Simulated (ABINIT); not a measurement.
An input for ABINIT 10.8.3 (AlAs (F-43m)):

```
acell 3*1.0 Angstrom
rprim 
  0.000000000000 2.830400000000 2.830400000000
  2.830400000000 0.000000000000 2.830400000000
  2.830400000000 2.830400000000 -0.000000000000
ntypat 2
znucl 13 33
natom 2
typat 1 2
xred 
  0.000000000000 0.000000000000 0.000000000000
  0.250000000000 0.250000000000 0.250000000000
pp_dirpath "pseudos"
pseudos "Al.upf, As.upf"
ecut 44
ngkpt 4 4 4
nshiftk 1
shiftk 0 0 0
kptopt 1
chksymbreak 0
istwfk *1
occopt 1
irdwfk 1
optdriver 3
nband 231
ecuteps 9
inclvkb 2
awtr 1
symchi 1
gwcalctyp 10
mbpt_sciss 1.016 eV
nqptdm 1
qptdm 
  0 0 0
indata_prefix "in"
outdata_prefix "out"
tmpdata_prefix "tmp"
```

```sh
OMP_NUM_THREADS=1 mpirun -n 4 abinit run.abi > log
```

Question: How long will it take on 4 MPI ranks of Arm Neoverse V1, shared host, and how much memory?

It took 19 s; on shared hardware allow 9.4 s to 38 s. Peak host memory was 2.1 GiB.

[Paths, hosts, dates, memory and timing lines, banners, echoed tables and standing remarks are left out of the program output.]

[Logs are printed without paths, hosts, clocks, repeated set-up lines and the standing remarks that a program may print on its own settings, such as how far it seeks lower states.]

[Runs of the session that timed out or met a known fault of the program may be left out.]

[Hosts, paths, dates, database ids (printed as entryN), source tags and the programs' standing remarks are cut or masked in the printed files.]

[G0W0 gaps are taken among the corrected bands and points alone; a level outside them can change the order at an edge.]

[Where Ansatz stands beside ABINIT at settings called matched, ABINIT's density can come from a denser mesh and the files from another edition; pairs whose starting gaps differed by over 0.03 eV were left out, so agreement reads better than it is.]
